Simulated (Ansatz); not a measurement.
Runs of Ansatz 0.2.0 on Ga. It takes space group I4/mmm (No. 139, tetragonal). The conventional cell has a = 2.769 Å, b = 2.769 Å, c = 4.622 Å, α = 90.00°, β = 90.00°, γ = 90.00°. Ga (site symmetry 4/mmm) is surrounded by 12 Ga at 2.77 to 3.03 Å. This isn't the form of Ga at room conditions, which is orthorhombic.

```tsv
task	level	cell	k mesh	smearing	mesh quality	gap on the mesh (eV)	relaxed volume (Å³/atom)
relaxation of cell and atoms	HSE03	relaxed	7 × 7 × 7	fermi-dirac 0.05 eV	coarse	none	(a)
single point	PBEsol	as given	13 × 13 × 13	gaussian 0.05 eV	not flagged	none	-
single point	PBE0	as given	7 × 7 × 7	fermi-dirac 0.05 eV	coarse	none	-
relaxation of cell and atoms	B3LYP	relaxed	7 × 7 × 7	fermi-dirac 0.05 eV	coarse	none	20.14
```

Alike in all rows: potentials or basis Ansatz PAW; no spin polarisation; cutoff (eV) 420.

Q: Estimate the missing entries.

A: (a) 17.90.

Caveats: some runs use coarse meshes; the PAW data sets come from PBE, with cores solved anew for the run's functional, which leaves a small shift of forces and pressure; the plane-wave basis is chosen anew once the cell has moved, so the energies of steps on either side of that aren't comparable (some runs); the potentials were made for another functional, which shifts forces and pressure (some runs).

A k mesh can miss the band edges, and the runs leave out spin-orbit coupling on Ga.

A gap of «none» marks a metal or a gap under the smearing width.

Not every run made on this cell is shown here.
